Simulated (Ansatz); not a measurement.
Free-standing chains of the atoms of CdSe, named by their start (strip: triangular double chain, ladder: square double chain); atoms and period are relaxed, and energies count from relaxed bulk CdSe (F-43m, not its usual structure, 29.75 Å³/atom, gap on the mesh 0.49 eV).

Method: DFT PBE, scalar-relativistic, plane waves, PAW in Ansatz.

Cutoff 420 eV, Gaussian smearing of 0.05 eV, energies at zero smearing, symmetry of each start kept, collinear spin where a moment is listed.

```json
{"start": "linear chain", "atoms": "2", "k mesh": "1×1×14", "excess energy (eV per host atom)": "0.942", "period (Å)": "4.804", "gap on the mesh (eV)": "0.35"}
{"start": "dimerised chain", "atoms": "2", "k mesh": "1×1×14", "excess energy (eV per host atom)": "0.942", "period (Å)": "4.804", "gap on the mesh (eV)": "0.35"}
{"start": "zigzag chain", "atoms": "2", "k mesh": "1×1×15", "excess energy (eV per host atom)": "0.700", "period (Å)": "4.535", "gap on the mesh (eV)": "1.69"}
{"start": "ladder chain", "atoms": "4", "k mesh": "1×1×14", "excess energy (eV per host atom)": "0.482", "period (Å)": "4.611", "gap on the mesh (eV)": "1.87"}
{"start": "strip chain", "atoms": "2", "k mesh": "1×1×25", "excess energy (eV per host atom)": "0.964", "period (Å)": "2.670", "gap on the mesh (eV)": "0"}
```

Zero in every row: size of the moment (μB per cell).

An odd mesh misses points on the zone edge, so a gap read on it can be too wide.

Each run keeps its start's symmetry and one magnetic start, so lower states can exist. Rows stand on unlike meshes and boxes, so starts that end alike can differ by a few hundredths of an eV per atom.

Cost: 5 runs of about 21 core-minutes in all, on Arm Neoverse V1 (shared hosts).